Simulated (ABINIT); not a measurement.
Runs of ABINIT 10.8.3 (patched build) on ZrC. Symmetry: Fm-3m, No. 225, cubic system. The conventional cell has a = 4.730 Å, b = 4.730 Å, c = 4.730 Å, α = 90.00°, β = 90.00°, γ = 90.00°. Around Zr (site symmetry m-3m) lie 6 C at 2.37 Å. C (site symmetry m-3m) has 6 Zr at 2.37 Å as nearest neighbours. 

```csv
task,level,potentials or basis,cell,k mesh,cutoff (eV),cell freedom (optcell),optimiser (ionmov),cutoff smearing ecutsm (Ha),force stop (Ha/bohr),stop of the response cycle (tolvrs),gap on the mesh (eV),pressure (GPa),relaxed volume (Å³/atom)
single point,LDA,PseudoDojo NC SR LDA v0.4.1 standard,as given,8 × 8 × 8,844,-,-,-,-,-,none,-,-
relaxation of cell and atoms,PBEsol,PseudoDojo NC SR PBEsol v0.4 stringent,relaxed,8 × 8 × 8,1116,2,2,0.5,2e-05,-,none,0.0,12.74
relaxation of cell and atoms,PBEsol,PseudoDojo NC SR PBEsol v0.4.1 standard,relaxed,8 × 8 × 8,1116,2,2,0.5,2e-05,-,none,0.0,12.74
single point,PBEsol,PseudoDojo NC SR PBEsol v0.4 stringent,cell relaxed,8 × 8 × 8,1116,-,-,-,-,-,none,-0.1,-
phonons at a zone-boundary q,PBEsol,PseudoDojo NC SR PBEsol v0.4.1 standard,cell relaxed at zero pressure by an earlier run,"6 × 6 × 6, with 4 shifts",1116,-,-,0.5,-,1e-08,-,(a),-
single point,PBEsol,PseudoDojo NC SR PBEsol v0.4.1 standard,cell relaxed,8 × 8 × 8,1116,-,-,-,-,-,none,-0.1,-
relaxation of cell and atoms,LDA,PseudoDojo NC SR LDA v0.4.1 standard,relaxed,8 × 8 × 8,1116,2,2,0.5,2e-05,-,none,0.0,12.52
single point,LDA,PseudoDojo NC SR LDA v0.4.1 standard,cell relaxed,8 × 8 × 8,1116,-,-,-,-,-,none,-0.1,-
```

Alike in all rows: no spin polarisation; smearing fermi-dirac 0.05 eV.

Problem. Estimate the missing entries.

Solution. (a) 0.1.

A k mesh can miss the band edges, and the runs leave out spin-orbit coupling on Zr.

A gap of «none» marks a metal or a gap under the smearing width.

Runs at the PBE level aren't shown here.
